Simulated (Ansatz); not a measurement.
# Pb under strains and displacements

The calculation used DFT PBE, scalar-relativistic, plane waves, PAW (Ansatz 0.2.0).

Plane waves to 420 eV, a k mesh through Γ of 14×14×8 on the computed 2-atom cell and Gaussian smearing (0.10 eV); no spin polarisation.

Reference cell:

```xyz
2
Lattice="3.0386 -1.7503 0.0000 3.0386 1.7503 0.0000 -2.1155 0.0000 6.0952" Properties=species:S:1:pos:R:3 pbc="T T T"
Pb   -0.0230    0.0000    1.6683
Pb    3.9848    0.0000    4.4269
```

Each variant moves atoms of this cell by the vectors given, if any (Å), and then applies a symmetric strain (tensor components, Cartesian axes). The reference cell isn't relaxed at this level. Energies are per atom at zero smearing, counted from the lowest variant. Pressure is positive in compression.

1. strain (xx yy zz yz xz xy, %) -3.55 2.77 8.12 0.00 -1.96 0.00; moves: Pb1 (-0.016, 0.000, -0.025); Pb2 (0.016, 0.000, 0.025)
2. strain (xx yy zz yz xz xy, %) -1.18 1.31 2.32 0.00 1.62 0.00; moves: Pb1 (-0.137, 0.000, -0.061); Pb2 (0.137, 0.000, 0.061)
3. strain (xx yy zz yz xz xy, %) -1.04 -5.28 5.84 0.00 -2.28 0.00; moves: Pb1 (-0.022, 0.000, 0.021); Pb2 (0.022, 0.000, -0.021)
4. strain (xx yy zz yz xz xy, %) -0.40 -1.06 -0.79 -0.41 1.00 0.13; moves: Pb1 (0.032, 0.209, 0.133); Pb2 (-0.032, -0.209, -0.133)
5. strain (xx yy zz yz xz xy, %) 3.82 -6.10 -4.27 0.00 0.35 0.00; moves: Pb1 (0.100, 0.000, -0.005); Pb2 (-0.100, 0.000, 0.005)

Question: Order the variants by energy, lowest first.

Answer: 2 (0.0 meV/atom), 3 (11.1 meV/atom), 1 (12.4 meV/atom), 5 (65.7 meV/atom), 4 (109.2 meV/atom).

Question: Order them by pressure, highest first.

Answer: 4 (5.08 GPa), 5 (4.97 GPa), 3 (1.97 GPa), 2 (-0.32 GPa), 1 (-1.39 GPa).

Spin–orbit coupling is left out, which can shift energies with elements as heavy as these.

This form isn't the element's structure at ambient conditions.